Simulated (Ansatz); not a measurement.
# Ti2O: further runs on the relaxed cell

One table from this session's results is given with a row withheld; the runs are named, their logs left out.

Computed with Ansatz 0.2.0 (DFT r2SCAN, scalar-relativistic, plane waves, PAW, unless a step's input says otherwise).

2 further runs of the same task are left out: 2 set aside as unsound or not needed.

**The starting structure**

It takes space group P-3m1 (No. 164, trigonal). Conventional cell: a = 2.951 Å, b = 2.951 Å, c = 4.814 Å, α = 90.00°, β = 90.00°, γ = 120.00°. Ti (site symmetry 3m) has 3 O at 2.14 Å as nearest neighbours. O (site symmetry -3m) has 6 Ti at 2.14 Å as nearest neighbours.

Structure file:

```cif
data_structure
_symmetry_space_group_name_H-M 'P-3m1'
_symmetry_Int_Tables_number 164
_cell_length_a 2.9514
_cell_length_b 2.9514
_cell_length_c 4.8140
_cell_angle_alpha 90.000
_cell_angle_beta 90.000
_cell_angle_gamma 120.000
_cell_volume 36.32
loop_
_atom_site_label
_atom_site_type_symbol
_atom_site_symmetry_multiplicity
_atom_site_Wyckoff_symbol
_atom_site_fract_x
_atom_site_fract_y
_atom_site_fract_z
_atom_site_occupancy
Ti1 Ti 2 d 0.66667 0.33333 0.26889 1
O1 O 1 a 0.00000 0.00000 0.00000 1
```

This cell was relaxed beforehand with the same method: volume 12.11 Å³/atom, gap on the mesh none (metal).

The first run:

Input file input.yaml:

```yaml
crystal:
  lattice:
    - [2.9216202667, 0.0, 0.0]
    - [-1.4608101333, 2.5301973712, 0.0]
    - [0.0, 0.0, 4.765374827]
  atoms:
    - { symbol: Ti, position: [0.6666666667, 0.3333333333, 0.2688898725] }
    - { symbol: Ti, position: [0.3333333333, 0.6666666667, 0.7311101275] }
    - { symbol: O, position: [0.0, 0.0, 0.0] }
basis:
  ecutwfc: 500
kpoints:
  mp_grid: { grid: [18, 18, 10] }
hamiltonian:
  xc: r2scan
scf:
  occupations: { method: gaussian, width: 0.1 }
output:
  forces: true
  stress: true
  eigenvalues: true
relax:
  adjacent_minimum: "off"
  f_tol: 0.01
  max_steps: 30
  cell: { stress_tol: 0.1, fix: [volume] }
```

Launch:

```bash
> ansatz run input.yaml --threads 1 --pin off --max-ram 2560MiB --backend cpu --events-out ev --progress --plain --runs-dir out
```

Steps of the session up to this table: Point at V/V0 = 0.97; Volume × 1.03; Point at V/V0 = 0.94; The cell scaled to 1.06 of its volume; The cell scaled to 0.91 of its volume; Point at V/V0 = 1.10; Point at V/V0 = 0.88.

One of the session's tables, all rows but one given; the rest of the session is left out.

It belongs to the step «Fit of the equation of state». 

```
volume (Å³/atom)  energy above the lowest point (meV/atom)  pressure (GPa)
          10.653                                     133.3           32.87
          11.016                                      70.8           22.63
          11.379                                      29.7           13.88
          11.742                                       7.0            6.39
          12.105                                       0.0           -0.01
          12.469                                       6.5           -5.49
          12.832                                         ?               ?
          13.316                                      63.4          -15.39
```

Estimate the missing values for volume (Å³/atom) = 12.832.

Worked estimate for «energy above the lowest point (meV/atom)». A straight line through the neighbours (12.469, 6.5) and (13.316, 63.4) gives 6.5 + (63.4 − 6.5) × (12.832 − 12.469) / (13.316 − 12.469) = 30.9; a parabola fitted to 3 rows on both sides gives 23.7.

**Answer.** energy above the lowest point (meV/atom): 24.4; pressure (GPa): -10.18. In «energy above the lowest point (meV/atom)» the line misses by +6.5 and the parabola by -0.7.

Caveats from the session: The final runs have no spin polarisation, so no magnetic state was tried and one may lie lower.
